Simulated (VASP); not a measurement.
# A VASP 6.6.1 single-point calculation on SiC

INCAR

```
METAGGA = R2SCAN
PREC = Accurate
LWAVE = .FALSE.
LCHARG = .FALSE.
ENCUT = 250
ISIF = 2
EDIFF = 1E-7
ALGO = Normal
NBANDS = 11
ISMEAR = 0
NELM = 120
LREAL = .FALSE.
SIGMA = 0.005
LASPH = .TRUE.
IBRION = -1
NSW = 0
```

KPOINTS

```
KPOINTS created by Atomic Simulation Environment
0
Monkhorst-Pack
10 10 10
0 0 0
```

POSCAR

```
Si C
 1.0000000000000000
     0.0000000000000000    2.1998328745000002    2.1998328745000002
     2.1998328745000002    0.0000000000000000    2.1998328745000002
     2.1998328745000002    2.1998328745000002    0.0000000000000000
 Si  C
   1   1
Cartesian
  0.0000000000000000  0.0000000000000000  0.0000000000000000
  1.0999164372499999  1.0999164372499999  1.0999164372499999
```

The recommended PBE PAW datasets give the neutral cell 8 valence electrons.

Command

```
mpirun -np 1 vasp_std
```

Predict the outcome of this run.

It converged. Results: gap between bands v and c on the k mesh 1.91 eV; least direct gap on the k mesh 5.16 eV; pressure -21.3 GPa. Band v is the last that the valence electrons fill when counted band by band, and c is the next.

OSZICAR

```
N       E                     dE             d eps       ncg     rms          rms(c)
DAV:   1    -0.984055885431E+01   -0.98406E+01   -0.27188E+03  2678   0.355E+02
DAV:   2    -0.218333567150E+02   -0.11993E+02   -0.11653E+02  3037   0.790E+01
DAV:   3    -0.220709387128E+02   -0.23758E+00   -0.23732E+00  2947   0.920E+00
DAV:   4    -0.220714407190E+02   -0.50201E-03   -0.50199E-03  2705   0.510E-01
DAV:   5    -0.220714421916E+02   -0.14726E-05   -0.14726E-05  2956   0.254E-02    0.927E+00
DAV:   6    -0.193767399242E+02    0.26947E+01   -0.36064E+00  2660   0.877E+00    0.525E+00
DAV:   7    -0.193761111170E+02    0.62881E-03   -0.46647E-01  2918   0.372E+00    0.225E+00
DAV:   8    -0.193813048072E+02   -0.51937E-02   -0.15451E-02  2699   0.799E-01    0.185E-01
DAV:   9    -0.193816252394E+02   -0.32043E-03   -0.44242E-04  3194   0.155E-01    0.146E-01
DAV:  10    -0.193816857372E+02   -0.60498E-04   -0.50872E-05  2684   0.520E-02    0.171E-02
DAV:  11    -0.193816843327E+02    0.14045E-05   -0.10301E-06  2949   0.642E-03    0.321E-03
DAV:  12    -0.193816844419E+02   -0.10926E-06   -0.77656E-08  2783   0.237E-03    0.566E-04
DAV:  13    -0.193816844725E+02   -0.30523E-07   -0.11407E-09  1537   0.192E-04
   1 F= -.19381684E+02 E0= -.19381684E+02  d E =-.890312E-78
```

These settings aren't sound, so the numbers aren't properties of the crystal. The shifted mesh misses Γ, so a band edge there is missed.

On sound settings r²SCAN gives a gap of 1.74 eV on its mesh and a pressure of -6.5 GPa for the intended cell.
